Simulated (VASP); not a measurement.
**MnO: single point with PBEsol**

The system is MnO.

```
CELL_PARAMETERS angstrom
3.37170 0.00000 0.00000
-1.68585 2.91998 0.00000
0.00000 0.00000 5.38550
ATOMIC_POSITIONS crystal
Mn 0.66667 0.33333 0.51096
Mn 0.33333 0.66667 0.01096
O 0.66667 0.33333 0.87547
O 0.33333 0.66667 0.37547
```

Measurements of this composition are mostly on another form, of space group No. 225.

```json
{"Program": "VASP 6.6.1", "Task": "single point", "Functional": "PBEsol", "Potentials or basis": "VASP PAW PBE potentials, release 64 (Mn_pv, O)", "Cutoff": "520 eV", "k mesh": "9 × 9 × 5", "Occupations": "gaussian, width 0.02 eV", "Spin": "collinear spin, ferromagnetic start", "Starting moments": "[4.0, 4.0, 0.0, 0.0] μB"}
```

```json
{
 "Pressure": "1.3 GPa",
 "Largest force": "0.604 eV/Å",
 "Band gap on the k mesh": "none (metal or under the smearing width)",
 "Net moment": "10.00 μB per cell",
 "Site moments": "Mn +4.40; O +0.20 μB",
 "Valence electrons inside the program's atomic spheres": "Mn 11.43; O 4.99"
}
```

Forces on the atoms (eV/Å):
```
Mn   0.000  0.000 -0.604
Mn   0.000  0.000 -0.604
O    0.000  0.000  0.604
O    0.000  0.000  0.604
```

Stress tensor (GPa, compression positive):
```
-1.21  0.00  0.00
 0.00 -1.21  0.00
 0.00  0.00  6.27
```

Levels at points of the mesh, in eV from the Fermi level:
Spin up:
| k point | band 20 | band 21 | band 22 | band 23 | band 24 | band 25 | band 26 | band 27 |
| --- | --- | --- | --- | --- | --- | --- | --- | --- |
| (0.00, 0.00, 0.00) | -1.60 | -1.07 | -1.07 | 0.00 | 0.00 | 0.06 | 3.58 | 5.51 |
Spin down:
```csv
k point,band 11,band 12,band 13,band 14,band 15,band 16,band 17,band 18
"(0.00, 0.00, 0.00)",-4.95,-4.95,-4.74,-4.74,-0.16,0.91,0.91,1.05
```

It took 2.3 min on 1 thread of Intel(R) Xeon(R) Platinum 8259CL CPU @ 2.50GHz (Skylake/Cascade Lake) (shared host), peak memory 0.24 GiB.

Caveat: the PAW data sets were made with another functional, which shifts forces and pressure a little; semilocal functionals often make such compounds metallic where correlation or magnetic order opens a gap, which also shifts bond lengths; only a ferromagnetic start was run, and an antiferromagnetic order may lie lower in energy. With open d or f shells a metallic result of PBEsol can be an artefact of self-interaction; +U or a hybrid may open a gap.
